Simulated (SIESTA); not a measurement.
MoS2:

```
Mo S
1.0
     1.58550    0.91539    6.11500
    -1.58550    0.91539    6.11500
     0.00000   -1.83078    6.11500
Mo S
1 2
Direct
  0.00000 0.00000 0.00000
  0.25000 0.25000 0.25000
  0.75000 0.75000 0.75000
```

Measurements of this composition are mostly on another form, of space group No. 194.

| Item | Value |
| --- | --- |
| Program | SIESTA 5.4.2 |
| Task | single point |
| Functional | PBE |
| Potentials or basis | PseudoDojo 0.4 standard (PBE files) |
| Basis | DZP (energy shift 0.002 Ry) |
| Grid cutoff | 800 Ry |
| Energy shift | 0.002 Ry |
| k mesh | 10 × 10 × 10 |
| Occupations | fermi-dirac, width 0.05 eV |
| Spin | no spin polarisation |

On this cell: pressure 10.6 GPa; largest force 1.429 eV/Å; band gap on the k mesh none (metal or under the smearing width).

The same run follows on a disturbed copy (atoms moved at random, drawn with an rms of 0.05 Å):

```
Mo S
1.0
     1.58550    0.91539    6.11500
    -1.58550    0.91539    6.11500
     0.00000   -1.83078    6.11500
Mo S
1 2
Direct
  0.00526 0.98847 0.00654
  0.24910 0.25717 0.23994
  0.74176 0.73264 0.76980
```

What does the disturbed cell give?

The energy (extrapolated to zero smearing) moves by +17.8 meV/atom; pressure 11.6 GPa; largest force 2.041 eV/Å; band gap on the k mesh none (metal or under the smearing width).

Forces on the atoms (eV/Å):
```
Mo  -0.231 -0.056 -0.821
S    0.242 -0.389 -1.171
S   -0.011  0.446  1.992
```

Stress tensor (GPa, compression positive):
```
11.87 -0.45 -1.15
-0.45  8.22  3.72
-1.15  3.72 14.71
```

Caveats: semicore shells carry a single zeta, which can move pressures by several GPa and volumes by a few percent; the cell's inner coordinates are idealised or old, which leaves forces on the atoms; the basis of atomic orbitals isn't converged, which shifts pressures, moduli and gaps.
